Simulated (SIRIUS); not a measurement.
**CdO (Monteponite) under changes of volume**

One of the cells (13.229 Å³/atom); the others are scaled copies at fixed shape and fractional positions:

```
Cd O
1.0
     0.00000    2.36506    2.36506
     2.36506    0.00000    2.36506
     2.36506    2.36506    0.00000
Cd O
1 1
Direct
  0.00000 0.00000 0.00000
  0.50000 0.50000 0.50000
```

| Item | Value |
| --- | --- |
| Program | SIRIUS 7.10.0 |
| Functional | PBEsol |
| Potentials or basis | PseudoDojo 0.4.1 PBEsol standard (scalar relativistic) |
| Cutoff | 1388 eV |
| Density cutoff | 5552 eV |
| k mesh | 10 × 10 × 10 |
| Occupations | fermi-dirac, width 0.05 eV |
| Spin | no spin polarisation |

```tsv
volume (Å³/atom)	energy over the lowest point (meV/atom)	pressure (GPa)
12.191	?	?
12.451	6.39	5.6
12.710	0.00	2.2
13.229	2.12	-3.5
13.488	9.56	-5.8
13.748	20.63	-7.9
```

Task: What does the run at 12.191 Å³/atom give?

Result: Energy over the lowest point 18.57 meV/atom; pressure 9.4 GPa.

Worked out: A Birch-Murnaghan fit of order 3 (a polynomial in V^(-2/3)) to the other rows has its minimum at 12.90 Å³/atom with B0 = V·E''(V) = 145 GPa and B' = 4.9. It gives 18.66 meV/atom at 12.191 Å³/atom, against the run's 18.57, and -dE/dV = 9.5 GPa, against 9.4.

Energies are extrapolated to zero smearing.
